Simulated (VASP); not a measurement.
**In: equation of state with LDA**

The system is In.

```
In
1.0
     3.17444    0.00000    0.00000
    -1.58722    2.74915    0.00000
     0.00000    0.00000    5.75251
In
2
Direct
  0.66667 0.33333 0.75000
  0.33333 0.66667 0.25000
```

This isn't the form of In at room conditions, which is tetragonal.

* Program: VASP 6.6.1
* Task: equation of state
* Functional: LDA
* Potentials or basis: VASP PAW LDA potentials, release 64 (In_d)
* Cutoff: 520 eV
* k mesh: 8 × 8 × 4
* Occupations: fermi-dirac, width 0.05 eV
* Spin: no spin polarisation

The equilibrium volume is 25.11 Å³/atom and the bulk modulus at fixed shape and positions is 48 GPa. The pressure derivative of the bulk modulus is 4.5 (rough: it moves with the points fitted).

Energy against volume, from the lowest point:
| volume (Å³/atom) | energy (meV/atom) |
| --- | --- |
| 24.097 | 6.61 |
| 24.599 | 1.64 |
| 25.101 | 0.00 |
| 25.603 | 1.38 |
| 26.105 | 5.43 |

All runs of the series together: 68 s on 1 thread of Intel(R) Xeon(R) Platinum 8488C (Sapphire Rapids) (shared host).

Caveat: the cell was scaled at fixed shape and fractional positions, which overstates the stiffness of a crystal with free parameters, most of all of layers and chains.
